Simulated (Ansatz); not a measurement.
BaTiO3:

```
Ba Ti O
1.0
     4.00730    0.00000    0.00000
     0.00000    4.00730    0.00000
     0.00000    0.00000    8.01460
Ba Ti O
2 2 6
Direct
  0.57741 0.59500 0.23992
  0.51332 0.45608 0.76365
  0.03541 0.99821 0.01324
  0.94999 0.97117 0.51853
  0.56907 0.92563 0.97977
  0.42933 0.96655 0.50053
  0.96890 0.59557 0.98415
  0.95413 0.46286 0.52367
  0.96185 0.01025 0.22399
  0.04058 0.01868 0.75255
```

The cell isn't the ideal one: all atoms moved at random, sigma 0.15 Å a component.

| Quantity | Value |
| --- | --- |
| Program | Ansatz 0.2.0 |
| Task | relaxation of cell and atoms |
| Functional | PBE |
| Dispersion | D3(BJ) |
| Potentials or basis | Ansatz PAW |
| Cutoff | 420 eV (not typed: the program's choice for these potentials) |
| k mesh | 7 × 7 × 4 |
| Occupations | fermi-dirac, width 0.05 eV |
| Spin | no spin polarisation |

At the start: volume 12.87 Å³/atom.

Question: Where does the relaxation end?

Answer: It ends after 10 steps and the volume is 12.95 Å³/atom (+0.6 %); space group Cmc2_1 (No. 36, to 0.05 Å).

Step by step:
```
step  energy change (eV)  largest force (eV/Å)  volume (Å³)
   1              0.0000                7.8756       128.70
   2             -3.1752                3.7712       132.61
   3             -4.3446                1.1802       129.35
   4             -4.5533                0.0681       128.62
   5             -4.5502                0.0876       130.21
   6             -4.5555                0.0042       129.49
   7             -4.5555                0.0007       129.47
   8             -4.5590                0.0008       129.47
   9             -4.5589                0.0008       129.53
  10             -4.5591                0.0008       129.53
```

Final structure:
```
Ba Ti O
1.0
     3.99179    0.00276   -0.00001
     0.00276    3.99199    0.00000
    -0.00001   -0.00001    8.12856
Ba Ti O
2 2 6
Direct
  0.49775 0.49774 0.25514
  0.50224 0.50226 0.75514
  0.98688 0.98682 0.01296
  0.01310 0.01317 0.51296
  0.50970 0.00628 0.99579
  0.49031 0.99373 0.49579
  0.00625 0.50975 0.99580
  0.99376 0.49026 0.49580
  0.99973 0.99973 0.24031
  0.00028 0.00028 0.74031
```

Caveat: the plane-wave basis is chosen anew once the cell has moved, so the energies of steps on either side of that aren't comparable; the pressure holds a Pulay correction of +0.5 GPa for the finite cutoff.
